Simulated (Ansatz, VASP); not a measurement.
**Cross-check of GaH2N (armchair GaN ribbon N=3 H/H2 edges) between VASP and Ansatz**

Wanted: the spread between two codes on one cell, functional and k mesh. The structure shown is the start of the Ansatz relaxation below; VASP solves that cell, so the two are compared at the walk's first step.

Calculated with Ansatz 0.2.0; plane waves, with VASP 6.6.1 beside it; single point at PBE.

**1. Starting point**

The cell holds 12 atoms: 3 Ga, 3 N and 6 H. Its edges and angles: a = 12.340 Å, b = 9.496 Å, c = 5.550 Å, α = 90.0°, β = 90.0°, γ = 90.0°. Vacuum lies along a and b. The structure's axis is c.

**2. Ansatz: relaxation, PBE**

Ansatz runs on its default PAW (the set named soft_2) files.

The two programs are compared at the cell with which this relaxation starts, whose forces are those of its first step.

File input.yaml:

```yaml
crystal:
  lattice:
    - [12.34, 0.0, 0.0]
    - [0.0, 9.496, 0.0]
    - [0.0, 0.0, 5.55]
  atoms:
    - { symbol: Ga, position: [0.391006391, 0.5, 0.0], spin: 0.5 }
    - { symbol: Ga, position: [0.650673652, 0.5, 0.0], spin: -0.5 }
    - { symbol: "N", position: [0.391006391, 0.5, 0.333333333], spin: 0.5 }
    - { symbol: "N", position: [0.650673652, 0.5, 0.333333333], spin: -0.5 }
    - { symbol: H, position: [0.694887266, 0.588458298, 0.39009009] }
    - { symbol: H, position: [0.694887266, 0.411541702, 0.39009009] }
    - { symbol: H, position: [0.319422444, 0.5, 0.425225225] }
    - { symbol: Ga, position: [0.520840021, 0.5, 0.5] }
    - { symbol: "N", position: [0.520840021, 0.5, 0.833333333] }
    - { symbol: H, position: [0.28363047, 0.5, 0.862162162] }
    - { symbol: H, position: [0.716362451, 0.631423757, 0.915675676] }
    - { symbol: H, position: [0.716362451, 0.368576243, 0.915675676] }
magnetization:
  spin_polarized: true
kpoints:
  mp_grid: { grid: [1, 1, 15] }
scf:
  occupations: { method: fermi_dirac, width: 0.05 }
hamiltonian:
  xc: pbe
relax:
  cell: { fix: [a, b, alpha, beta, gamma] }
  max_steps: 60
```

On the command line:

```sh
$ ansatz run input.yaml --threads 8 --pin off --max-ram 16384MiB --backend cpu --events-out ev --progress --plain --runs-dir out
```

Numbers of over 12 decimals in the logs are rounded to 6 here.

The log of the run:

```text
Engine: ansatz 0.2.0, x86_64-unknown-linux-gnu
Pseudopotentials: kind: paw
Pseudopotential: Ga, paw, valence charge 13, recommended cutoff 420 eV (normal), Ga.paw.azcp
Pseudopotential: N, paw, valence charge 5, recommended cutoff 420 eV (normal), N.paw.azcp
Pseudopotential: H, paw, valence charge 1, recommended cutoff 420 eV (normal), H.paw.azcp
Functional definition: PBE
  parameter kappa = 0.804
  parameter beta = 0.066725
  exchange = pbe_x(kappa = kappa, mu = beta*pi^2/3)
  correlation = pbe_c(beta = beta)
Crystal: 12 atoms, lattice volume = 650.353 Å³
Basis set: ecut = 420 eV, 12697 PW (Γ), exchange–correlation on 180×128×80 points (8 copies of the dense FFT grid, shifted against one another)
Bands: 43, of which v1, the nominal top of the filled ones, is band 30 counted from 1 (29 counted from 0)
Symmetry: 2 space group operations
Space group: Pm (ITA 6), of the structure as read, at distance tolerance 8.7e-5 Å
Magnetic group: BNS 6.18 (UNI 25), of the structure as read, at distance tolerance 8.7e-5 Å
k-points: 8 of 15 (time reversal used)
Non-local potential: Ga, projectors of the file, l = 0: 2, l = 1: 2, l = 2: 3, l = 3: 1
Non-local potential: N, projectors of the file, l = 0: 2, l = 1: 2, l = 2: 1
Non-local potential: H, projectors of the file, l = 0: 2, l = 1: 1
PAW form: soft (Blöchl's): semilocal exchange-correlation on the pseudo side does not see the compensation charge
PAW one-centre angular grid: Ga, 590 points (default); XC on 64 Gauss nodes
PAW one-centre angular grid: N, 110 points (default); XC on 64 Gauss nodes
PAW one-centre angular grid: H, 110 points (default); XC on 64 Gauss nodes
Initial density: superposition of atomic densities (neutral atoms: chi_scale 0, normalization atom)
Starting moments: Σ|m| = 2 μB on 4 of 12 sites
Starting magnetic order: compensated ferrimagnet; no operation exchanges its spin sublattices
Initial wavefunctions: pseudopotential atomic-orbital guess
Functional: x = pbe(κ = 0.804, μ = 0.219515), c = pbe(β = 0.066725)
SCF iter   1: F=—  HF=-12605.892984 eV  |F-HF|=—  |Δ(HF+E_count)|=         —  Δρ=3.51e-2 (↑3.43e-2 ↓3.51e-2)  dr2=3.27e1  dr2_m=1.22e0  M=0.000 μB ∫|m|=0.238 μB  β_m=0.30  ethr=3.10e-3  ⟨swp⟩=7.0  Hψ=3415  notcnv=0  defer=10
preconditioner: auto → Resta (q_TF=auto, 1.834 Å⁻¹)  ε∞=1.5  [insulator: Δε(μ)=4.828 eV  Ē_g=16.391 eV  σ=0.050 eV  W_gap=1.00  n_scr=72 (ndim 8)  ℏωp=11.3 eV  f_vac=0.678  D(μ)=0.00/eV (n_scr^D=0)  ε∞_Penn≈1.5  vacuum switching on, ρ_ref=1.9e-2 e/Å³]
spin=Collinear: Resta preconditioning applied to the charge; magnetization (m = ρ↑ − ρ↓) channel mixes plain (no charge-response kernel on spin).
SCF iter   2: F=—  HF=-12597.411178 eV  |F-HF|=—  |Δ(HF+E_count)|=    8.48e0  Δρ=1.62e-2 (↑1.62e-2 ↓1.58e-2)  dr2=3.94e0  dr2_m=6.12e-1  M=0.000 μB ∫|m|=0.205 μB  β_m=0.30  ethr=3.10e-3  ⟨swp⟩=3.8  Hψ=1653  notcnv=0  defer=114
SCF iter   3: F=—  HF=-12596.500173 eV  |F-HF|=—  |Δ(HF+E_count)|=   9.11e-1  Δρ=1.05e-2 (↑1.05e-2 ↓1.01e-2)  dr2=9.53e-1  dr2_m=3.10e-1  M=0.000 μB ∫|m|=0.167 μB  β_m=0.30  ethr=3.10e-3  ⟨swp⟩=2.8  Hψ=1151  notcnv=0  defer=114
SCF iter   4: F=—  HF=-12596.281115 eV  |F-HF|=—  |Δ(HF+E_count)|=   2.19e-1  Δρ=5.63e-3 (↑5.39e-3 ↓5.63e-3)  dr2=6.39e-2  dr2_m=1.58e-1  M=0.000 μB ∫|m|=0.130 μB  β_m=0.30  ethr=1.59e-3  ⟨swp⟩=3.1  Hψ=792  notcnv=0  defer=114
SCF iter   5: F=—  HF=-12596.293019 eV  |F-HF|=—  |Δ(HF+E_count)|=   1.19e-2  Δρ=3.89e-3 (↑3.89e-3 ↓3.73e-3)  dr2=1.38e-2  dr2_m=8.10e-2  M=0.000 μB ∫|m|=0.106 μB  β_m=0.30  ethr=1.07e-4  ⟨swp⟩=2.4  Hψ=1090  notcnv=0  defer=114
SCF iter   6: F=—  HF=-12596.300519 eV  |F-HF|=—  |Δ(HF+E_count)|=   7.50e-3  Δρ=2.68e-3 (↑2.68e-3 ↓2.68e-3)  dr2=2.19e-3  dr2_m=4.19e-2  M=0.000 μB ∫|m|=0.084 μB  β_m=0.30  ethr=2.31e-5  ⟨swp⟩=2.0  Hψ=750  notcnv=0  defer=114
SCF iter   7: F=—  HF=-12596.305322 eV  |F-HF|=—  |Δ(HF+E_count)|=   4.80e-3  Δρ=1.92e-3 (↑1.92e-3 ↓1.92e-3)  dr2=2.41e-4  dr2_m=2.19e-2  M=0.000 μB ∫|m|=0.067 μB  β_m=0.30  ethr=3.65e-6  ⟨swp⟩=2.0  Hψ=776  notcnv=0  defer=114
Mixer restart at iter 7: flushing history
spin-set hold released at iteration 7 (site moments contracting): the magnetisation degrees of freedom join the quasi-Newton model from the next iteration; the mixer history was flushed
SCF iter   8: F=—  HF=-12596.307768 eV  |F-HF|=—  |Δ(HF+E_count)|=   2.45e-3  Δρ=1.39e-3 (↑1.39e-3 ↓1.39e-3)  dr2=1.01e-4  dr2_m=1.15e-2  M=0.000 μB ∫|m|=0.053 μB  β_m=0.65  ethr=4.02e-7  ⟨swp⟩=2.1  Hψ=1053  notcnv=0  defer=114
SCF iter   9: F=—  HF=-12596.310993 eV  |F-HF|=—  |Δ(HF+E_count)|=   3.23e-3  Δρ=1.36e-4 (↑1.24e-4 ↓1.36e-4)  dr2=5.78e-5  dr2_m=9.10e-5  M=0.000 μB ∫|m|=0.011 μB  β_m=0.82  ethr=1.68e-7  ⟨swp⟩=3.0  Hψ=1230  notcnv=0  defer=114
[...]
the starting moments were not kept: the SCF closed with an absolute magnetisation of 2.9e-6 μB, where they sum to 2 μB in size (4 sites). That is at most 0.1 of that sum. Measured as dr2_m measures the in/out step, that magnetisation stands 1.3e-12 eV from none, at or under the dr2_threshold of 3.3e-8 eV: it is no larger than a step whose dr2_m would equal this threshold.
SCF 7 converged in 8 iterations: F = -12597.128143 eV  dr2 = 5.72e-11
[...]
SCF iter   6: F=—  HF=-12597.132906 eV  |F-HF|=—  |Δ(HF+E_count)|=   3.70e-6  Δρ=4.72e-7 (↑4.72e-7 ↓4.72e-7)  dr2=5.19e-9  dr2_m=1.57e-14  M=0.000 μB ∫|m|=0.000 μB  β_m=0.60  ethr=2.68e-11  ⟨swp⟩=2.0  Hψ=1168  notcnv=0
SCF iter   7: F=—  HF=-12597.132949 eV  |F-HF|=—  |Δ(HF+E_count)|=   4.33e-5  Δρ=3.41e-7 (↑3.41e-7 ↓3.41e-7)  dr2=3.62e-9  dr2_m=6.60e-15  M=0.000 μB ∫|m|=0.000 μB  β_m=0.73  ethr=8.65e-12  ⟨swp⟩=3.0  Hψ=1352  notcnv=0
SCF iter   8: F=—  HF=-12597.132949 eV  |F-HF|=—  |Δ(HF+E_count)|=   8.00e-9  Δρ=2.40e-7 (↑2.40e-7 ↓2.40e-7)  dr2=1.77e-9  dr2_m=4.27e-15  M=0.000 μB ∫|m|=0.000 μB  β_m=0.87  ethr=6.03e-12  ⟨swp⟩=1.0  Hψ=688  notcnv=0
SCF iter   9: F=—  HF=-12597.132949 eV  |F-HF|=—  |Δ(HF+E_count)|=   3.24e-9  Δρ=1.62e-7 (↑1.62e-7 ↓1.62e-7)  dr2=7.48e-10  dr2_m=8.99e-15  M=0.000 μB ∫|m|=0.000 μB  β_m=0.74  ethr=2.95e-12  ⟨swp⟩=2.0  Hψ=848  notcnv=0
SCF iter  10: F=—  HF=-12597.132949 eV  |F-HF|=—  |Δ(HF+E_count)|=  9.86e-10  Δρ=9.26e-8 (↑9.25e-8 ↓9.26e-8)  dr2=2.30e-10  dr2_m=6.02e-15  M=0.000 μB ∫|m|=0.000 μB  β_m=0.70  ethr=1.25e-12  ⟨swp⟩=2.0  Hψ=832  notcnv=0
SCF iter  11: F=-12597.132949 eV  HF=-12597.132949 eV  |F-HF|=3.00e-10  |Δ(HF+E_count)|=  3.87e-10  Δρ=3.68e-8 (↑3.67e-8 ↓3.68e-8)  dr2=3.55e-11  dr2_m=2.60e-15  M=0.000 μB ∫|m|=0.000 μB  ethr=1.00e-12  ⟨swp⟩=4.0  Hψ=1864  notcnv=0
the starting moments were not kept: the SCF closed with an absolute magnetisation of 1.3e-8 μB, where they sum to 2 μB in size (4 sites). That is at most 0.1 of that sum. Measured as dr2_m measures the in/out step, that magnetisation stands 1.3e-17 eV from none, at or under the dr2_threshold of 1.2e-10 eV: it is no larger than a step whose dr2_m would equal this threshold.
SCF 8 converged in 11 iterations: F = -12597.132949 eV  dr2 = 3.55e-11
relax step   8: F+E_penalty+E_count = -12597.13294887 eV  Δ(F+E_penalty+E_count) = -4.806e-3 eV  max|allowed force component| = 3.155e-3 eV/Å  Δτ_max = 0.0000 Å  P = +0.011 GPa  Ω = 660.230 Å³  fix = [a, b, alpha, beta, gamma]  reactions: a +0.005, b +0.010 GPa; beta -0.001 GPa/rad  stress off target by 1.81e-2 GPa on what of the cell is left free  SCF on the basis re-selected at this cell (its energy is not comparable with the rows above)  (11 SCF iters)
basis re-selected at this cell: Δ(F+E_penalty+E_count) = -4.806e-3 eV, ΔP = +0.011 GPa vs the last step (what re-selecting the basis moved, of the pressure what is left beyond the Pulay correction that the steps carried, after the strain that the cell walked since its last selection, with what the two solves' SCF thresholds leave and, on support functions, any second-order correction that the steps lacked; it is no m [...]
SCF converged after 11 iterations
Magnetization: 0.0000 μB (30.0000 up, 30.0000 down)
Absolute magnetization: 0.0000 μB (∫|ρ↑−ρ↓|, with the PAW one-centre terms)
Spin contamination: 0.0000 ħ² per cell (⟨S²⟩ above its minimum at these occupations)
Per-site moments (μB) at R_I (Å): [(-1.706351193217691e-10, 0.642355), (-9.950013607078155e-11, 0.651932), (4.1011876121762954e-10, 0.420376), (-6.731448382191739e-11, 0.423226), (-1.2895274211797097e-10, 0.423226), (-1.2895274452518363e-10, 0.423226), (-1.6735011428822622e-10, 0.420376), (-1.9082968920832655e-10, 0.749298), (5.4529652096022173e-11, 0.749298), (4.249238013079471e-10, 0.642355), (8.329970307437579e-11, 0.651932), (8.329969243815963e-11, 0.651932)]
Free energy (F): -12597.132949 eV
Harris-Foulkes:  -12597.132949 eV  (|F-HF|=3.00e-10)
Internal energy: -12597.132949 eV  (E = F + TS)
E sigma→0 (E₀):  -12597.132949 eV
Fermi energy:    -1.845015 eV
--- Per-component energies (eV) ---
  E_band       = -788.616287
  E_kinetic    = 816.974674
  E_local      = -18848.708582  (includes V_loc(G=0)·N_el)
  E_nonlocal   = 1425.012532
  E_hartree    = 8792.621610
  E_xc         = -436.309251
  E_vxc        = -465.616757  (∫ρ·V_xc dr)
  E_paw        = -6355.893662  (= ΣΔE_a)
  E_vpaw       = -1301.514082  (= ΣTr[D̂ρ^β])
  E_aug_tail   = -0.007522  (compensation charges beyond the density's cutoff)
  E_ewald      = 2009.177251
  E_smearing   = -0.000000  (= −TS)
  E_closure    = -0.000000  (closes the sum)
  Σ components = -12597.132949   (vs F -12597.132949, Δ=0.00e0)
--- Forces (eV/Å), atoms counted from 1 ---
  atom   1  Ga     0.00109374    -0.00000000    -0.00294095
  atom   2  Ga     0.00088951    -0.00000000     0.00290054
  atom   3  N     -0.00315533     0.00000000     0.00088323
  atom   4  N      0.00028807    -0.00000000     0.00129344
  atom   5  H      0.00059744    -0.00002301    -0.00124762
  atom   6  H      0.00059744     0.00002301    -0.00124762
  atom   7  H      0.00134095    -0.00000000    -0.00093215
  atom   8  Ga    -0.00178392     0.00000000     0.00050224
  atom   9  N     -0.00020619     0.00000000     0.00075185
  atom  10  H      0.00031244    -0.00000000     0.00042881
  atom  11  H      0.00001367     0.00000617    -0.00019898
  atom  12  H      0.00001367    -0.00000617    -0.00019898
  max |Σ_I F_I| component: 6.19e-6 eV/Å
--- Stress (GPa, compression-positive) ---
        0.004812      -0.000000       0.001016
       -0.000000       0.009783      -0.000000
        0.001016      -0.000000       0.018067
  P = ⅓ Tr σ = 0.0109 GPa (0.109 kbar)
--- Relaxed structure (7 steps of the walk, 7 accepted, 1 SCFs on fresh bases) ---
  F+E_penalty+E_count = -12597.13294887 eV   max|allowed force component| = 3.155e-3 eV/Å   (the final SCF, on the basis selected at the relaxed cell)
  cell:  # Å, volume = 660.2296 Å³
    - [12.34, 0.0, 0]
    - [0.0, 9.496, 0.0]
    - [0, 0.0, 5.634289]
  atoms:
    - { symbol: Ga, position: [0.388680, 0.500000, -0.00650379] }
    - { symbol: Ga, position: [0.664138, 0.500000, -0.027491] }
    - { symbol: N, position: [0.392779, 0.500000, 0.320686] }
    - { symbol: N, position: [0.647753, 0.500000, 0.341129] }
    - { symbol: H, position: [0.691495, 0.584986, 0.400003] }
    - { symbol: H, position: [0.691495, 0.415014, 0.400003] }
    - { symbol: H, position: [0.319864, 0.500000, 0.405616] }
    - { symbol: Ga, position: [0.510083, 0.500000, 0.516476] }
    - { symbol: N, position: [0.519324, 0.500000, 0.838238] }
    - { symbol: H, position: [0.277132, 0.500000, 0.864264] }
    - { symbol: H, position: [0.723924, 0.644255, 0.923249] }
    - { symbol: H, position: [0.723924, 0.355745, 0.923249] }
```

(Continued in part 2 of 2.)

[Lines on the potential files, build, host, timing and source positions are cut from VASP's logs without a mark.]

[Logs are printed without paths, hosts, clocks, repeated set-up lines and the standing remarks that a program may print on its own settings, such as how far it seeks lower states.]

[Hosts, paths, dates, database ids (printed as entryN), source tags and the programs' standing remarks are cut or masked in the printed files.]
